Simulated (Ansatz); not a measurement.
CsSnI3: relaxation of cell and atoms with RPBE+D4

Crystal: CsSnI3.

```
Cs I Sn
1.0
     6.20570    0.00000    0.00000
     0.00000    6.20570    0.00000
     0.00000    0.00000    6.20570
Cs I Sn
1 3 1
Cartesian
  0.0000 0.0000 0.0000
  3.1029 3.1029 0.0000
  3.1029 0.0000 3.1029
  0.0000 3.1029 3.1029
  3.1029 3.1029 3.1029
```

| Property | Result |
| --- | --- |
| Program | Ansatz 0.2.0 |
| Task | relaxation of cell and atoms |
| Functional | RPBE |
| Dispersion | D4 |
| Potentials or basis | Ansatz PAW |
| Cutoff | 420 eV (not typed: the program's choice for these potentials) |
| k mesh | 5 × 5 × 5 |
| Occupations | fermi-dirac, width 0.05 eV |
| Spin | no spin polarisation |

| Quantity | Value |
| --- | --- |
| Relaxed volume | 47.72 Å³/atom |
| Relaxed cell | a = 6.202 Å, b = 6.202 Å, c = 6.202 Å, α = 90.00°, β = 90.00°, γ = 90.00° |
| Space group after relaxing (to 0.05 Å) | Pm-3m (No. 221) |
| Energy gained by relaxing | 0.0 meV/atom |
| Ionic steps | 3 |
| Pressure after relaxing | 0.0 GPa |
| Band gap on the k mesh | 1.76 eV, direct |

Step by step:
```
step  energy change (eV)  largest force (eV/Å)  volume (Å³)
   1              0.0000                0.0000       238.99
   2             -0.0001                0.0000       238.61
   3             -0.0001                0.0000       238.61
```

Final structure:
```xyz
5
Lattice="6.2025 0.0000 0.0000 0.0000 6.2025 0.0000 0.0000 0.0000 6.2025" Properties=species:S:1:pos:R:3 pbc="T T T"
Cs    0.0000    0.0000    0.0000
I     3.1012    3.1012    0.0000
I     3.1012    0.0000    3.1012
I     0.0000    3.1012    3.1012
Sn    3.1012    3.1012    3.1012
```

Levels at points of the mesh, in eV from the valence-band top:
| k point | band 35 | band 36 | band 37 | band 38 | band 39 | band 40 |
| --- | --- | --- | --- | --- | --- | --- |
| (0.00, 0.00, 0.00) | -1.35 | -1.35 | -1.35 | 3.31 | 4.16 | 4.16 |

Run time: 4.5 s on 2 threads of AMD EPYC 9R45 96-Core Processor (Zen 5) (shared host), peak memory 0.65 GiB.

Caveat: odd divisions of the mesh miss points on the zone boundary, where band edges often lie, so the gap on the mesh can be too wide; the plane-wave basis is chosen anew once the cell has moved, so the energies of steps on either side of that aren't comparable; spin-orbit coupling is left out, which moves the levels of the heavy elements; the PAW data sets come from PBE, with cores solved anew for the run's functional, which leaves a small shift of forces and pressure. A k mesh can miss the band edges.
